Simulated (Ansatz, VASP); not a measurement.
# Zr in VASP and in Ansatz

```
Zr
1.0
     3.23923    0.00000    0.00000
    -1.61962    2.80526    0.00000
     0.00000    0.00000    5.17222
Zr
2
Direct
  0.33333 0.66667 0.25000
  0.66667 0.33333 0.75000
```

Alike in both runs: task single point; functional LDA; k mesh 6 × 6 × 4; occupations gaussian, width 0.1 eV; no spin polarisation.

|  | VASP | Ansatz |
| --- | --- | --- |
| version | VASP 6.6.1 | Ansatz 0.2.0 |
| potentials or method | VASP PAW LDA potentials, release 64 (Zr_sv) | scalar-relativistic, plane waves, PAW |
| plane-wave cutoff (eV) | 520 | 420 |
| valence electrons in the cell | 24 | 24 |

Ansatz gave:

| Property | Result |
| --- | --- |
| gap on the k mesh at the Fermi level (eV) | none |
| pressure (GPa) | -7.1 |
| largest component of the traceless stress (GPa) | 0.35 |

Task: What did VASP give for the same quantities?

Result: gap on the k mesh at the Fermi level (eV): none; pressure (GPa): -7.0; largest component of the traceless stress (GPa): 0.36.

A gap of «none» marks a metal or a gap that the smearing closes. Ansatz warned: «pseudo_functional_mismatch».

Caveats: the k mesh is coarse (spacing up to 0.37 Å⁻¹), so the values aren't converged.
